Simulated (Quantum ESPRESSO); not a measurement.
# WC (P1) in Quantum ESPRESSO: single point with vdW-DF2

Aim: the single point of WC with vdW-DF2.

Program: Quantum ESPRESSO 7.5. These are calculated values, not measurements. Logs are shortened: lines on timing, memory, paths and dates and some standing lists are left out, and cuts for length are marked.

**1. Starting point**

The typed cell holds 4 atoms: a = 2.627 Å, b = 3.235 Å, c = 4.748 Å, α = 96.84°, β = 86.49°, γ = 113.13°.

**2. Single point, vdW-DF2**

The input, run.py:

```python
import numpy as np
from ase.calculators.espresso import Espresso, EspressoProfile
from ase.io import read

atoms = read('WC.cif')

input_data = {
    'control': {'calculation': 'scf', 'prefix': 'pwscf', 'outdir': './tmp', 'tprnfor': True, 'tstress': True, 'disk_io': 'nowf'},
    'system': {'ecutwfc': 55.0, 'ecutrho': 440.0, 'nbnd': 26, 'input_dft': 'vdw-df2', 'occupations': 'smearing', 'smearing': 'mp', 'degauss': 0.00999582},
    'electrons': {'conv_thr': 8e-10, 'electron_maxstep': 120, 'mixing_beta': 0.5},
}
pseudopotentials = {'W': 'W_pbe_v1.2.uspp.F.UPF', 'C': 'C.pbe-n-kjpaw_psl.1.0.0.UPF'}
profile = EspressoProfile(command='pw.x', pseudo_dir='pseudo')
dft = Espresso(profile=profile, input_data=input_data, pseudopotentials=pseudopotentials, kpts=(11, 9, 6), koffset=(0, 0, 0))
atoms.calc = dft

print(f'energy {atoms.get_potential_energy():.8f} eV')
print('forces (eV/A)')
print(np.round(atoms.get_forces(), 6))
print('stress (eV/A^3, Voigt)')
print(np.round(atoms.get_stress(), 8))
print(f'Fermi level {dft.get_fermi_level():.4f} eV')
```

The input, WC.cif:

```cif
data_WC
_cell_length_a 2.62700884
_cell_length_b 3.23535506
_cell_length_c 4.74827823
_cell_angle_alpha 96.83535573
_cell_angle_beta 86.48828197
_cell_angle_gamma 113.12634457
_space_group_name_H-M_alt 'P1'
_space_group_name_Hall 'P 1'
_space_group_IT_number 1
loop_
_space_group_symop_operation_xyz
'x,y,z'
loop_
_atom_site_label
_atom_site_type_symbol
_atom_site_symmetry_multiplicity
_atom_site_Wyckoff_symbol
_atom_site_fract_x
_atom_site_fract_y
_atom_site_fract_z
_atom_site_occupancy
W1 W 1 a 0.0034484800 0.0015497300 0.9998895500 1
W2 W 1 a 0.0044462200 0.0080533100 0.4973108200 1
C1 C 1 a 0.6646102600 0.3208196800 0.2473819700 1
C2 C 1 a 0.6608283700 0.3362439500 0.7554176600 1
```

Potentials or basis: SSSP 1.3 efficiency PBE.

Launch:

```console
OMP_NUM_THREADS=1 python run.py
```

What it wrote:

```text
energy -4860.52955414 eV
forces (eV/A)
[[ 0.885718 -4.014552 -3.608878]
 [ 0.497403 -3.647607 -0.733843]
 [-1.022845  4.274177  2.988055]
 [-0.360276  3.387981  1.354666]]
stress (eV/A^3, Voigt)
[-0.96212451 -0.07967955 -1.68027802 -0.02073751  0.08399306  0.02058785]
Fermi level 24.4271 eV
```

espresso.pwi:

```text
&CONTROL
   calculation      = 'scf'
   tstress          = .true.
   tprnfor          = .true.
   outdir           = './tmp'
   prefix           = 'pwscf'
   disk_io          = 'nowf'
   pseudo_dir       = 'pseudo'
/
&SYSTEM
   nbnd             = 26
   ecutwfc          = 55.0
   ecutrho          = 440.0
   occupations      = 'smearing'
   degauss          = 0.00999582
   smearing         = 'mp'
   input_dft        = 'vdw-df2'
   ntyp             = 2
   nat              = 4
   ibrav            = 0
/
&ELECTRONS
   electron_maxstep = 120
   conv_thr         = 8e-10
   mixing_beta      = 0.5
/
&IONS
/
&CELL
/
&FCP
/
&RISM
/
ATOMIC_SPECIES
W 183.84 W_pbe_v1.2.uspp.F.UPF
C 12.011 C.pbe-n-kjpaw_psl.1.0.0.UPF

K_POINTS automatic
11 9 6  0 0 0

CELL_PARAMETERS angstrom
2.62700884000000 0.00000000000000 0.00000000000000
-1.27071808108526 2.97536517467530 0.00000000000000
0.29084474320490 -0.49029145004550 4.71393357811226

ATOMIC_POSITIONS angstrom
W 0.2979025369 -0.4856262847 4.7134129241  
W 0.1460870104 -0.2198657049 2.3442901732  
C 1.4102154056 0.8332664384 1.1661421750  
C 1.5284399581 0.6300737191 3.5609886730
```

espresso.pwo:

```text
This program is part of the open-source Quantum ESPRESSO suite
     for quantum simulation of materials; please cite
         "P. Giannozzi et al., J. Phys.:Condens. Matter 21 395502 (2009);
         "P. Giannozzi et al., J. Phys.:Condens. Matter 29 465901 (2017);
         "P. Giannozzi et al., J. Chem. Phys. 152 154105 (2020);
     in publications or presentations arising from this work. More details at

Warning: card &CELL ignored
Warning: card &FCP ignored
Warning: card &RISM ignored

     file C.pbe-n-kjpaw_psl.1.0.0.UPF: wavefunction(s)  2S 2P renormalized

     IMPORTANT: XC functional enforced from input :
     Exchange-correlation= VDW-DF2
                           (   1   4  13   0   2   0   0)
     Any further DFT definition will be discarded
     Please, verify this is what you really want

     G-vector sticks info
     --------------------
     sticks:   dense  smooth     PW     G-vecs:    dense   smooth      PW
     Sum         981     491    159                38795    13711    2489

     Using Slab Decomposition

     bravais-lattice index     =            0
     lattice parameter (alat)  =       4.9643  a.u.
     unit-cell volume          =     248.6462 (a.u.)^3
     number of atoms/cell      =            4
     number of atomic types    =            2
     number of electrons       =        36.00
     number of Kohn-Sham states=           26
     kinetic-energy cutoff     =      55.0000  Ry
     charge density cutoff     =     440.0000  Ry
     scf convergence threshold =      8.0E-10
     mixing beta               =       0.5000
     number of iterations used =            8  plain     mixing
     Exchange-correlation= VDW-DF2
                           (   1   4  13   0   2   0   0)

     celldm(1)=   4.964327  celldm(2)=   0.000000  celldm(3)=   0.000000
     celldm(4)=   0.000000  celldm(5)=   0.000000  celldm(6)=   0.000000

     crystal axes: (cart. coord. in units of alat)
               a(1) = (   1.000000   0.000000   0.000000 )
               a(2) = (  -0.483713   1.132606   0.000000 )
               a(3) = (   0.110713  -0.186635   1.794411 )

     reciprocal axes: (cart. coord. in units 2 pi/alat)
               b(1) = (  1.000000  0.427080 -0.017279 )
               b(2) = ( -0.000000  0.882920  0.091832 )
               b(3) = (  0.000000 -0.000000  0.557286 )

     PseudoPot. # 1 for W  read from file:
     W_pbe_v1.2.uspp.F.UPF
     Pseudo is Ultrasoft + core correction, Zval = 14.0
     Generated by new atomic code, or converted to UPF format
     Using radial grid of  923 points,  8 beta functions with:
                l(1) =   0
                l(2) =   0
                l(3) =   0
                l(4) =   1
                l(5) =   1
                l(6) =   2
                l(7) =   2
                l(8) =   3
     Q(r) pseudized with  6 coefficients,  rinner =    1.350   1.350   1.350
                                                       1.350   1.350   1.350
                                                       1.350

     PseudoPot. # 2 for C  read from file:
     C.pbe-n-kjpaw_psl.1.0.0.UPF
     Pseudo is Projector augmented-wave + core cor, Zval =  4.0
     Generated using "atomic" code by A. Dal Corso  v.5.1
     Shape of augmentation charge: PSQ
     Using radial grid of 1073 points,  4 beta functions with:
                l(1) =   0
                l(2) =   0
                l(3) =   1
                l(4) =   1
     Q(r) pseudized with 0 coefficients

     atomic species   valence    mass     pseudopotential
     W                14.00   183.84000     W ( 1.00)
     C                 4.00    12.01100     C ( 1.00)

     No symmetry found

   Cartesian axes

     site n.     atom                  positions (alat units)
         1        W      tau(   1) = (   0.1133999  -0.1848590   1.7942128  )
         2        W      tau(   2) = (   0.0556096  -0.0836943   0.8923800  )
         3        C      tau(   3) = (   0.5368141   0.3171921   0.4439049  )
         4        C      tau(   4) = (   0.5818176   0.2398445   1.3555298  )

     number of k points=   298  Methfessel-Paxton smearing, width (Ry)=  0.0100

     Number of k-points >= 100: set verbosity='high' to print them.

     Dense  grid:    38795 G-vectors     FFT dimensions: (  36,  45,  60)

     Smooth grid:    13711 G-vectors     FFT dimensions: (  24,  30,  45)

     Initial potential from superposition of free atoms

     starting charge      35.7992, renormalised to      36.0000

     negative rho (up, down):  1.240E-01 0.000E+00

     %%%%%%%%%%%%%%%%%%%%%%%%%%%%%%%%%%%%%%%%%%%%%%%%%%%%%%%%%%%%%%%%%%%%%%%%
     %                                                                      %
     % You are using vdW-DF, which was implemented by the Thonhauser group. %
     % Please cite the following two papers that made this development      %
     % possible and the two reviews that describe the various versions:     %
     %                                                                      %
     %   T. Thonhauser et al., PRL 115, 136402 (2015).                      %
     %   T. Thonhauser et al., PRB 76, 125112 (2007).                       %
     %   K. Berland et al., Rep. Prog. Phys. 78, 066501 (2015).             %
     %   D.C. Langreth et al., J. Phys.: Condens. Matter 21, 084203 (2009). %
     %                                                                      %
     % If you are calculating stress with vdW-DF, please also cite:         %
     %                                                                      %
     %   R. Sabatini et al., J. Phys.: Condens. Matter 24, 424209 (2012).   %
     %                                                                      %
     %%%%%%%%%%%%%%%%%%%%%%%%%%%%%%%%%%%%%%%%%%%%%%%%%%%%%%%%%%%%%%%%%%%%%%%%

     %%%%%%%%%%%%%%%%%%%%%%%%%%%%%%%%%%%%%%%%%%%%%%%%%%%%%%%%%%%%%%%%%%%%%%%%
     %                                                                      %
     %  vdW-DF NEWS:                                                        %
     %                                                                      %
     %  * vdW-DF3 is now available. DOI: 10.1021/acs.jctc.0c00471           %
     %    use with input_dft = 'vdW-DF3-opt1' or 'vdW-DF3-opt2'             %
     %                                                                      %
     %  * Unscreened and range-separated hybrid vdW-DF-cx functionals       %
     %    DOI: 10.1063/1.4986522 and 10.1088/1361-648X/ac2ad2               %
     %    use with input_dft = 'vdW-DF-cx0'    and 'vdW-DF-ahcx'            %
     %  * Unscreened and range-separated hybrid vdW-DF2-b86r functionals    %
     %    DOI: 10.1063/1.4986522 and DOI: 10.1103/PhysRevX.12.041003        %
     %    use with input_dft = 'vdW-DF2-br0' and 'vdW-DF2-ahbr'             %
     %                                                                      %
     %%%%%%%%%%%%%%%%%%%%%%%%%%%%%%%%%%%%%%%%%%%%%%%%%%%%%%%%%%%%%%%%%%%%%%%%

     Starting wfcs are   34 randomized atomic wfcs

     Self-consistent Calculation

     iteration #  1     ecut=    55.00 Ry     beta= 0.50
     Davidson diagonalization with overlap
     ethr =  1.00E-02,  avg # of iterations =  2.0

     negative rho (up, down):  1.283E-01 0.000E+00

     total energy              =    -356.73081215 Ry
     estimated scf accuracy    <       1.40575082 Ry

     iteration #  2     ecut=    55.00 Ry     beta= 0.50
     Davidson diagonalization with overlap
     ethr =  3.90E-03,  avg # of iterations =  2.1

     negative rho (up, down):  1.324E-01 0.000E+00

     total energy              =    -357.10969283 Ry
     estimated scf accuracy    <       0.68906988 Ry

     iteration #  3     ecut=    55.00 Ry     beta= 0.50
     Davidson diagonalization with overlap
     ethr =  1.91E-03,  avg # of iterations =  1.5

     negative rho (up, down):  1.344E-01 0.000E+00

     total energy              =    -357.23645841 Ry
     estimated scf accuracy    <       0.01333439 Ry

     iteration #  4     ecut=    55.00 Ry     beta= 0.50
     Davidson diagonalization with overlap
     ethr =  3.70E-05,  avg # of iterations =  3.0

     negative rho (up, down):  1.353E-01 0.000E+00

     total energy              =    -357.23906288 Ry
     estimated scf accuracy    <       0.02055151 Ry

     iteration #  5     ecut=    55.00 Ry     beta= 0.50
     Davidson diagonalization with overlap
     ethr =  3.70E-05,  avg # of iterations =  1.4

     negative rho (up, down):  1.367E-01 0.000E+00

     total energy              =    -357.24224002 Ry
     estimated scf accuracy    <       0.00067180 Ry

     iteration #  6     ecut=    55.00 Ry     beta= 0.50
     Davidson diagonalization with overlap
     ethr =  1.87E-06,  avg # of iterations =  3.2

     negative rho (up, down):  1.369E-01 0.000E+00

     total energy              =    -357.24233706 Ry
     estimated scf accuracy    <       0.00009815 Ry

     iteration #  7     ecut=    55.00 Ry     beta= 0.50
     Davidson diagonalization with overlap
     ethr =  2.73E-07,  avg # of iterations =  2.0

     negative rho (up, down):  1.371E-01 0.000E+00

     total energy              =    -357.24235715 Ry
     estimated scf accuracy    <       0.00002861 Ry

     iteration #  8     ecut=    55.00 Ry     beta= 0.50
     Davidson diagonalization with overlap
     ethr =  7.95E-08,  avg # of iterations =  2.0

     negative rho (up, down):  1.371E-01 0.000E+00

     total energy              =    -357.24236377 Ry
     estimated scf accuracy    <       0.00000128 Ry

     iteration #  9     ecut=    55.00 Ry     beta= 0.50
     Davidson diagonalization with overlap
     ethr =  3.56E-09,  avg # of iterations =  3.3

     negative rho (up, down):  1.371E-01 0.000E+00

     total energy              =    -357.24236425 Ry
     estimated scf accuracy    <       0.00000012 Ry

     iteration # 10     ecut=    55.00 Ry     beta= 0.50
     Davidson diagonalization with overlap
     ethr =  3.19E-10,  avg # of iterations =  3.2

     negative rho (up, down):  1.371E-01 0.000E+00

     total energy              =    -357.24236430 Ry
     estimated scf accuracy    <          7.1E-09 Ry

     iteration # 11     ecut=    55.00 Ry     beta= 0.50
     Davidson diagonalization with overlap
     ethr =  1.97E-11,  avg # of iterations =  2.6

     negative rho (up, down):  1.371E-01 0.000E+00

     End of self-consistent calculation

     Number of k-points >= 100: set verbosity='high' to print the bands.

     the Fermi energy is    24.4271 ev

!    total energy              =    -357.24236431 Ry
     estimated scf accuracy    <          4.3E-10 Ry
     smearing contrib. (-TS)   =       0.00001467 Ry
     internal energy E=F+TS    =    -357.24237898 Ry

     The total energy is F=E-TS. E is the sum of the following terms:
     one-electron contribution =     -16.27644423 Ry
     hartree contribution      =      36.45633215 Ry
     xc contribution           =     -94.78287317 Ry
     ewald contribution        =    -269.44819940 Ry
     one-center paw contrib.   =     -13.19119434 Ry

     convergence has been achieved in  11 iterations

     negative rho (up, down):  1.371E-01 0.000E+00

     Forces acting on atoms (cartesian axes, Ry/au):

     atom    1 type  1   force =     0.03444896   -0.15614124   -0.14036303
     atom    2 type  1   force =     0.01934589   -0.14186932   -0.02854197
     atom    3 type  2   force =    -0.03978235    0.16623905    0.11621686
     atom    4 type  2   force =    -0.01401249    0.13177151    0.05268813

     Total force =     0.360062     Total SCF correction =     0.000036

     Computing stress (Cartesian axis) and pressure

     negative rho (up, down):  1.371E-01 0.000E+00
          total   stress  (Ry/bohr**3)                   (kbar)     P=     1453.75
   0.01047886  -0.00022423  -0.00091480         1541.49      -32.99     -134.57
  -0.00022423   0.00086782   0.00022586          -32.99      127.66       33.23
  -0.00091480   0.00022586   0.01830054         -134.57       33.23     2692.10

=------------------------------------------------------------------------------=
   JOB DONE.
=------------------------------------------------------------------------------=
```

It took 2.3 min on 1 thread of AMD EPYC 9R45 (Zen 5), shared host; peak memory 0.51 GiB.

Results:

| Item | Value |
| --- | --- |
| Free energy | -4860.5300 eV |
| Pressure | 145.4 GPa |
| Largest force | 5.470 eV/Å |
| Band gap on the k mesh | none (metal or under the smearing width) |

Forces in eV/Å, atoms in the order of the input:
```
W    0.886 -4.015 -3.609
W    0.497 -3.648 -0.734
C   -1.023  4.274  2.988
C   -0.360  3.388  1.355
```

Caveat: the potentials were made for another functional, which shifts forces and pressure; the cell as given lies far from equilibrium; so large a pressure means that the cell lies far from this level's equilibrium, or that cutoff or potentials fall short.
